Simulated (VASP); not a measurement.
A run of VASP 6.6.1:

File INCAR:

```
  PREC = Accurate
  ENCUT = 450
  EDIFF = 1E-7
  ISMEAR = 0
  SIGMA = 0.005
  LREAL = False
  LASPH = True
  NELM = 200
  ALGO = Normal
  ISIF = 2
  LWAVE = False
  LCHARG = False
  ISPIN = 2
  MAGMOM = 1
  LORBIT = 11
  GGA = PE
  IVDW = 12
  NBANDS = 10
  AMIX = 0.2
  BMIX = 1E-4
  AMIX_MAG = 0.8
  BMIX_MAG = 1E-4
  ISYM = 0
```

Contents of KPOINTS:

```
regular mesh
0
Gamma
  1 1 1
```

Contents of POSCAR:

```
H
1.0
   14.0000000000      0.0000000000      0.0000000000
    0.0000000000     14.5000000000      0.0000000000
    0.0000000000      0.0000000000     15.0000000000
H
1
Direct
    0.5000000000      0.5000000000      0.5000000000
```

Potentials or basis: VASP PAW PBE potentials, release 64 (H).

Launch:

```bash
$ cat potpaw_PBE.64/H/POTCAR > POTCAR
$ mpirun -np 2 vasp_gam > vasp.out
```

Hardware: 2 MPI ranks on Intel(R) Xeon(R) Platinum 8488C (Sapphire Rapids), with other jobs on the host.

Task: Estimate the wall time of this run.

Result: Wall time 110 s on 2 MPI ranks on Intel(R) Xeon(R) Platinum 8488C (Sapphire Rapids), with other jobs on the host, peak memory 1.3 GiB a rank. Counts: scf iterations 19, k points 1.
